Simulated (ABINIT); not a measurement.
# AlN (F-43m) in ABINIT: notebook

The runs below take AlN through equation of state, band structure, with LDA, revPBE.

All numbers are computed with ABINIT 10.8.3 (patched build); they aren't measurements. Logs are shortened: lines on timing, memory, paths and dates and some standing lists are left out, and cuts for length are marked. The log counts tension as positive stress, the text compression.

## 1. Starting point

It takes space group F-43m (No. 216, cubic). The conventional cell has a = 4.368 Å, b = 4.368 Å, c = 4.368 Å, α = 90.00°, β = 90.00°, γ = 90.00°. Around Al (site symmetry -43m) lie 4 N at 1.89 Å. N (site symmetry -43m) has 4 Al at 1.89 Å as nearest neighbours.

Measurements of this composition are mostly on another form, of space group No. 186.

## 2. Equation of state, LDA

File run.abi:

```
ndtset 7
getwfk -1
scalecart1 3*0.9795861087
scalecart2 3*0.9864848297
scalecart3 3*0.9932883884
scalecart4 3*1.0000000000
scalecart5 3*1.0066227096
scalecart6 3*1.0131594038
scalecart7 3*1.0196128224

pp_dirpath "./"
pseudos "Al.upf, N.upf"

acell 5.8366710593 5.8366710593 5.8366710593
rprim
     0.0000000000     0.7071067812     0.7071067812
     0.7071067812     0.0000000000     0.7071067812
     0.7071067812     0.7071067812     0.0000000000
ntypat 2
znucl 13 7
natom 2
typat 1 2
xred
     0.0000000000     0.0000000000     0.0000000000
     0.2500000000     0.2500000000     0.2500000000

ecut 42.0

kptopt 1
ngkpt 10 10 10
nshiftk 1
shiftk 0.0 0.0 0.0

ixc 7

nband 8
occopt 3
tsmear 0.00183747

nstep 100
tolvrs 1.0e-10

iomode 3
prtwf 1
prtden 0
prteig 0
prtebands 0
enunit 2
```

Potentials or basis: PseudoDojo NC SR LDA v0.4 stringent.

Started as:

```
abinit run.abi > log 2>&1
```

run.abo:

```text
.Version 10.8.3 of ABINIT
 DATASET    1 : space group F-4 3 m (#216); Bravais cF (face-center cubic)
================================================================================
 Values of the parameters that define the memory need for DATASET  1.
     intxc =       0    ionmov =       0      iscf =       7    lmnmax =       6
     lnmax =       6     mgfft =      36  mpssoang =       3    mqgrid =    3001
     natom =       2  nloc_mem =       1    nspden =       1   nspinor =       1
    nsppol =       1      nsym =      24    n1xccc =    2501    ntypat =       2
    occopt =       3   xclevel =       1
       mpw =        1739          nfft =       46656          nkpt =          47
================================================================================
================================================================================
[... 61 lines left out ...]
 DATASET    7 : space group F-4 3 m (#216); Bravais cF (face-center cubic)
================================================================================
 Values of the parameters that define the memory need for DATASET  7.
     intxc =       0    ionmov =       0      iscf =       7    lmnmax =       6
     lnmax =       6     mgfft =      36  mpssoang =       3    mqgrid =    3001
     natom =       2  nloc_mem =       1    nspden =       1   nspinor =       1
    nsppol =       1      nsym =      24    n1xccc =    2501    ntypat =       2
    occopt =       3   xclevel =       1
       mpw =        1956          nfft =       46656          nkpt =          47
================================================================================
================================================================================

--------------------------------------------------------------------------------
------------- Echo of variables that govern the present computation ------------
--------------------------------------------------------------------------------
 -outvars: echo values of preprocessed input variables --------
            acell      5.8366710593E+00  5.8366710593E+00  5.8366710593E+00 Bohr
              amu      2.69815390E+01  1.40067400E+01
             ecut      4.20000000E+01 Hartree
           enunit           2
           getwfk          -1
              ixc           7
           jdtset        1    2    3    4    5    6    7
         kptrlatt       10    0    0      0   10    0      0    0   10
          kptrlen1     5.71752189E+01
          kptrlen2     5.75778746E+01
          kptrlen3     5.79749759E+01
          kptrlen4     5.83667106E+01
          kptrlen5     5.87532564E+01
          kptrlen6     5.91347817E+01
          kptrlen7     5.95114465E+01
            natom           2
            nband           8
           ndtset           7
            ngfft          36      36      36
             nkpt          47
            nstep         100
             nsym          24
           ntypat           2
           occopt           3
           prtden           0
        prtebands           0
           prteig           0
            rprim1     0.0000000000E+00  6.9267198023E-01  6.9267198023E-01
                       6.9267198023E-01  0.0000000000E+00  6.9267198023E-01
                       6.9267198023E-01  6.9267198023E-01  0.0000000000E+00
            rprim2     0.0000000000E+00  6.9755011263E-01  6.9755011263E-01
                       6.9755011263E-01  0.0000000000E+00  6.9755011263E-01
                       6.9755011263E-01  6.9755011263E-01  0.0000000000E+00
            rprim3     0.0000000000E+00  7.0236095512E-01  7.0236095512E-01
                       7.0236095512E-01  0.0000000000E+00  7.0236095512E-01
                       7.0236095512E-01  7.0236095512E-01  0.0000000000E+00
            rprim4     0.0000000000E+00  7.0710678120E-01  7.0710678120E-01
                       7.0710678120E-01  0.0000000000E+00  7.0710678120E-01
                       7.0710678120E-01  7.0710678120E-01  0.0000000000E+00
            rprim5     0.0000000000E+00  7.1178974407E-01  7.1178974407E-01
                       7.1178974407E-01  0.0000000000E+00  7.1178974407E-01
                       7.1178974407E-01  7.1178974407E-01  0.0000000000E+00
            rprim6     0.0000000000E+00  7.1641188486E-01  7.1641188486E-01
                       7.1641188486E-01  0.0000000000E+00  7.1641188486E-01
                       7.1641188486E-01  7.1641188486E-01  0.0000000000E+00
            rprim7     0.0000000000E+00  7.2097514092E-01  7.2097514092E-01
                       7.2097514092E-01  0.0000000000E+00  7.2097514092E-01
                       7.2097514092E-01  7.2097514092E-01  0.0000000000E+00
          spgroup         216
           tolvrs      1.00000000E-10
           tsmear      1.83747000E-03 Hartree
            typat      1  2
           xangst1     0.0000000000E+00  0.0000000000E+00  0.0000000000E+00
                       1.0697048755E+00  1.0697048755E+00  1.0697048755E+00
           xangst2     0.0000000000E+00  0.0000000000E+00  0.0000000000E+00
                       1.0772382566E+00  1.0772382566E+00  1.0772382566E+00
           xangst3     0.0000000000E+00  0.0000000000E+00  0.0000000000E+00
                       1.0846677208E+00  1.0846677208E+00  1.0846677208E+00
           xangst4     0.0000000000E+00  0.0000000000E+00  0.0000000000E+00
                       1.0919967791E+00  1.0919967791E+00  1.0919967791E+00
           xangst5     0.0000000000E+00  0.0000000000E+00  0.0000000000E+00
                       1.0992287566E+00  1.0992287566E+00  1.0992287566E+00
           xangst6     0.0000000000E+00  0.0000000000E+00  0.0000000000E+00
                       1.1063668056E+00  1.1063668056E+00  1.1063668056E+00
           xangst7     0.0000000000E+00  0.0000000000E+00  0.0000000000E+00
                       1.1134139180E+00  1.1134139180E+00  1.1134139180E+00
            xcart1     0.0000000000E+00  0.0000000000E+00  0.0000000000E+00
                       2.0214492503E+00  2.0214492503E+00  2.0214492503E+00
            xcart2     0.0000000000E+00  0.0000000000E+00  0.0000000000E+00
                       2.0356852774E+00  2.0356852774E+00  2.0356852774E+00
            xcart3     0.0000000000E+00  0.0000000000E+00  0.0000000000E+00
                       2.0497249300E+00  2.0497249300E+00  2.0497249300E+00
            xcart4     0.0000000000E+00  0.0000000000E+00  0.0000000000E+00
                       2.0635748428E+00  2.0635748428E+00  2.0635748428E+00
            xcart5     0.0000000000E+00  0.0000000000E+00  0.0000000000E+00
                       2.0772412998E+00  2.0772412998E+00  2.0772412998E+00
            xcart6     0.0000000000E+00  0.0000000000E+00  0.0000000000E+00
                       2.0907302575E+00  2.0907302575E+00  2.0907302575E+00
            xcart7     0.0000000000E+00  0.0000000000E+00  0.0000000000E+00
                       2.1040473697E+00  2.1040473697E+00  2.1040473697E+00
             xred      0.0000000000E+00  0.0000000000E+00  0.0000000000E+00
                       2.5000000000E-01  2.5000000000E-01  2.5000000000E-01
            znucl       13.00000    7.00000

================================================================================

 chkinp: Checking input parameters for consistency, jdtset=   1.

 chkinp: Checking input parameters for consistency, jdtset=   2.
[... 33 lines left out ...]
 getcut: wavevector=  0.0000  0.0000  0.0000  ngfft=  36  36  36
         ecut(hartree)=     42.000   => boxcut(ratio)=   2.15827

--- Pseudopotential description ------------------------------------------------
- pspini: atom type   1  psp file is ./Al.upf
12 -1012 2 -1 1854                            pspcod,pspxc,lmax,lloc,mmax
     nproj     2     2     2

- pspini: atom type   2  psp file is ./N.upf
12 -1012 1 -1 1058                            pspcod,pspxc,lmax,lloc,mmax
     nproj     2     2     0

   4.70573171E+01                                ecore*ucvol(ha*bohr**3)
--------------------------------------------------------------------------------

================================================================================

--- !BeginCycle
iteration_state: {dtset: 1, }
solver: {iscf: 7, nstep: 100, nline: 4, wfoptalg: 0, }
tolerances: {tolvrs: 1.00E-10, }
...
[... 1046 lines left out ...]
-Cartesian components of stress tensor (GPa)         [Pressure= -1.4729E+01 GPa]
- sigma(1 1)=  1.47291541E+01  sigma(3 2)=  0.00000000E+00
- sigma(2 2)=  1.47291541E+01  sigma(3 1)=  0.00000000E+00
- sigma(3 3)=  1.47291541E+01  sigma(2 1)=  0.00000000E+00

== END DATASET(S) ==============================================================
================================================================================

 -outvars: echo values of variables after computation  --------
            acell      5.8366710593E+00  5.8366710593E+00  5.8366710593E+00 Bohr
           etotal1    -1.2841330645E+01
           etotal2    -1.2841911566E+01
           etotal3    -1.2842045907E+01
           etotal4    -1.2841776046E+01
           etotal5    -1.2841140414E+01
           etotal6    -1.2840173653E+01
           etotal7    -1.2838907267E+01
            fcart1    -0.0000000000E+00 -0.0000000000E+00 -0.0000000000E+00
                      -0.0000000000E+00 -0.0000000000E+00 -0.0000000000E+00
            fcart2    -0.0000000000E+00 -0.0000000000E+00 -0.0000000000E+00
                      -0.0000000000E+00 -0.0000000000E+00 -0.0000000000E+00
            fcart3    -0.0000000000E+00 -0.0000000000E+00 -0.0000000000E+00
                      -0.0000000000E+00 -0.0000000000E+00 -0.0000000000E+00
            fcart4    -0.0000000000E+00 -0.0000000000E+00 -0.0000000000E+00
                      -0.0000000000E+00 -0.0000000000E+00 -0.0000000000E+00
            fcart5    -0.0000000000E+00 -0.0000000000E+00 -0.0000000000E+00
                      -0.0000000000E+00 -0.0000000000E+00 -0.0000000000E+00
[... 38 lines left out ...]
                       0.0000000000E+00  0.0000000000E+00  0.0000000000E+00
           xangst1     0.0000000000E+00  0.0000000000E+00  0.0000000000E+00
                       1.0697048755E+00  1.0697048755E+00  1.0697048755E+00
           xangst2     0.0000000000E+00  0.0000000000E+00  0.0000000000E+00
                       1.0772382566E+00  1.0772382566E+00  1.0772382566E+00
           xangst3     0.0000000000E+00  0.0000000000E+00  0.0000000000E+00
                       1.0846677208E+00  1.0846677208E+00  1.0846677208E+00
           xangst4     0.0000000000E+00  0.0000000000E+00  0.0000000000E+00
                       1.0919967791E+00  1.0919967791E+00  1.0919967791E+00
           xangst5     0.0000000000E+00  0.0000000000E+00  0.0000000000E+00
                       1.0992287566E+00  1.0992287566E+00  1.0992287566E+00
           xangst6     0.0000000000E+00  0.0000000000E+00  0.0000000000E+00
                       1.1063668056E+00  1.1063668056E+00  1.1063668056E+00
           xangst7     0.0000000000E+00  0.0000000000E+00  0.0000000000E+00
                       1.1134139180E+00  1.1134139180E+00  1.1134139180E+00
             xred      0.0000000000E+00  0.0000000000E+00  0.0000000000E+00
                       2.5000000000E-01  2.5000000000E-01  2.5000000000E-01
 Calculation completed.
```

It took 1.9 min on 1 thread of Arm Neoverse V1, shared host; peak memory 0.11 GiB.

What came out:

- Equilibrium volume: 10.17 Å³/atom
- Bulk modulus: 210 GPa
- Pressure derivative of the bulk modulus: 3.9

Energy against volume, from the lowest point:
```tsv
volume (Å³/atom)	energy (meV/atom)
9.792	9.73
10.001	1.83
10.209	0.00
10.417	3.67
10.626	12.32
10.834	25.47
11.042	42.70
```

Caveat: pressures at fixed basis lie under the slope of the energies.

## 3. Band structure, revPBE

File run.abi:

```
# Datasets: ground state, then fixed potential
ndtset 2

# Pseudopotentials
pp_dirpath "./"
pseudos "Al.GGA_PBE-JTH.xml, N.GGA_PBE-JTH.xml"

# Structure
acell 3*1.0 Angstrom
rprim
     0.0000000000     2.1839935596     2.1839935596
     2.1839935596     0.0000000000     2.1839935596
     2.1839935596     2.1839935596     0.0000000000
ntypat 2
znucl 13 7
natom 2
typat 1 2
xred
     0.0000000000     0.0000000000     0.0000000000
     0.2500000000     0.2500000000     0.2500000000

# Plane-wave basis
ecut 25.0
pawecutdg 47.0

# Exchange and correlation
ixc 14

# Bands and occupations
occopt 3
tsmear 0.00183747

# SCF cycle
nstep 100

# Output
iomode 3
prtwf 0
prteig 0
prtebands 0
prtden1 1
prtvha1 1
prtvclmb1 1
prtpot1 1

# Dataset 1
kptopt1 1
ngkpt1 10 10 10
nshiftk1 1
shiftk1 0.0 0.0 0.0
nband1 8
tolvrs1 1.0e-9

# Dataset 2: bands along G-X-W-K-G-L-U-W-L-K
iscf2 -2
getden2 1
nband2 12
nbdbuf2 2
tolwfr2 1.0e-12
kptopt2 -9
ndivsm2 5
prteig2 1
kptbounds2
     0.0000000000     0.0000000000     0.0000000000
     0.5000000000     0.0000000000     0.5000000000
     0.5000000000     0.2500000000     0.7500000000
     0.3750000000     0.3750000000     0.7500000000
     0.0000000000     0.0000000000     0.0000000000
     0.5000000000     0.5000000000     0.5000000000
     0.6250000000     0.2500000000     0.6250000000
     0.5000000000     0.2500000000     0.7500000000
     0.5000000000     0.5000000000     0.5000000000
     0.3750000000     0.3750000000     0.7500000000
```

Potentials or basis: JTH PAW PBE v2.0.

Started as:

```
abinit run.abi > log 2>&1
```

It took 26 s on 1 thread of Arm Neoverse V1, shared host; peak memory 0.11 GiB.

The run converged. Its results:

```yaml
Free_energy: -331.8957 eV
Band_gap_on_the_k_mesh: 3.32 eV, indirect (least direct gap 4.20 eV)
Valence_electrons_inside_the_program's_atomic_spheres: Al 0.89; N 2.64
```

Levels at the corners of the path, in eV from the valence-band top:
```csv
point,band 1,band 2,band 3,band 4,band 5,band 6,band 7,band 8
Γ,-15.02,0.00,0.00,0.00,4.20,12.63,12.63,12.63
X,-12.36,-4.88,-1.76,-1.76,3.32,8.68,14.04,15.79
W,-12.31,-3.75,-3.42,-2.68,6.05,11.47,12.01,12.26
K,-12.38,-4.23,-3.62,-1.36,5.17,10.16,13.15,14.21
Γ,-15.02,0.00,0.00,0.00,4.20,12.63,12.63,12.63
L,-12.99,-5.83,-0.47,-0.47,7.43,9.89,11.17,11.17
U,-12.38,-4.23,-3.62,-1.36,5.17,10.16,13.15,14.21
W,-12.31,-3.75,-3.42,-2.68,6.05,11.47,12.01,12.26
L,-12.99,-5.83,-0.47,-0.47,7.43,9.89,11.17,11.17
K,-12.38,-4.23,-3.62,-1.36,5.17,10.16,13.15,14.21
```

Caveat: the cutoff is too short for stress, so the log's stress isn't used; the PAW data sets were made with another functional, which shifts forces and pressure a little. A k mesh can miss the band edges.

(Part 1 of 2 ends here.)
